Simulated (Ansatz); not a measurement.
SiNi2:

```
Ni Si
1.0
     3.83600    0.00000    0.00000
    -1.91800    3.32207    0.00000
     0.00000    0.00000    4.94800
Ni Si
4 2
Direct
  0.66667 0.33333 0.75000
  0.33333 0.66667 0.25000
  0.00000 0.00000 0.50000
  0.00000 0.00000 0.00000
  0.66667 0.33333 0.25000
  0.33333 0.66667 0.75000
```

| Quantity | Value |
| --- | --- |
| Program | Ansatz 0.2.0 |
| Task | relaxation of cell and atoms |
| Functional | PBEsol |
| Dispersion | D4 |
| Potentials or basis | Ansatz PAW |
| Cutoff | 420 eV (not typed: the program's choice for these potentials) |
| k mesh | 6 × 6 × 5 |
| Occupations | fermi-dirac, width 0.05 eV |
| Spin | collinear spin, ferromagnetic start |
| Starting moments | [1.0, 1.0, 1.0, 1.0, 0.0, 0.0] μB |

At the start: volume 10.51 Å³/atom.

Problem. Where does the relaxation end?

Solution. It ends after 6 steps and the volume is 10.43 Å³/atom (-0.7 %); space group P6_3/mmc (No. 194, to 0.05 Å); moment 0.00 μB per cell.

The path:
```csv
step,energy change (eV),largest force (eV/Å),volume (Å³)
1,0.0000,0.0000,63.05
2,-0.0084,0.0000,62.81
3,-0.0125,0.0000,62.62
4,-0.0126,0.0000,62.57
5,-0.0126,0.0000,62.59
6,-0.0125,0.0000,62.59
```

Final structure:
```
Ni Si
1.0
     3.84795    0.00000    0.00000
    -1.92398    3.33242    0.00000
     0.00000    0.00000    4.88119
Ni Si
4 2
Direct
  0.66667 0.33333 0.75000
  0.33333 0.66667 0.25000
  0.00000 0.00000 0.50000
  0.00000 0.00000 0.00000
  0.66667 0.33333 0.25000
  0.33333 0.66667 0.75000
```

Caveat: the plane-wave basis is chosen anew once the cell has moved, so the energies of steps on either side of that aren't comparable; pairwise dispersion overbinds metals, which lowers pressure and volume; the PAW data sets come from PBE, with cores solved anew for the run's functional, which leaves a small shift of forces and pressure; the starting moments weren't kept.
